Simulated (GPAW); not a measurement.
## Ca in GPAW: convergence with bands over the usual count

The system is Ca.

```
Ca
1.0
     3.98000    0.00000    0.00000
    -1.99000    3.44678    0.00000
     0.00000    0.00000    6.52000
Ca
2
Direct
  0.66667 0.33333 0.75000
  0.33333 0.66667 0.25000
```

This isn't the form of Ca at room conditions, which is fcc.

```yaml
Program: GPAW 26.7.0
Task: convergence study
Functional: PBE
Potentials_or_basis: GPAW PAW data sets (gpaw-data 1.2.1)
Cutoff: 600 eV
Basis: pw
k_mesh: 6 × 6 × 3
Occupations: fermi-dirac, width 0.05 eV
Spin: no spin polarisation
```

These are the settings of the first run; the series varies bands over the usual count, with any setting tied to it.

Hardware: 1 thread of Arm Neoverse V2, on a shared host.

```tsv
bands over the usual count	energy less the tightest run, at zero smearing (meV/atom)	SCF cycles	CPU time (s)	peak memory (GiB)
0.72	0.00	13	14	0.17
0.8	0.00	13	15	0.17
0.9	0.00	12	15	0.17
1	0.00	13	18	0.17
1.3	0.00	12	22	0.18
1.7	0.00	12	30	0.18
2.5	0.00	13	47	0.2
```

Against the tightest run, the energy stays within 1 meV/atom from 0.72 on. The tightest run that finished is the yardstick and may itself not be fully converged.

Caveat, for the tightest run too: the cell was measured hot, at 723 K.
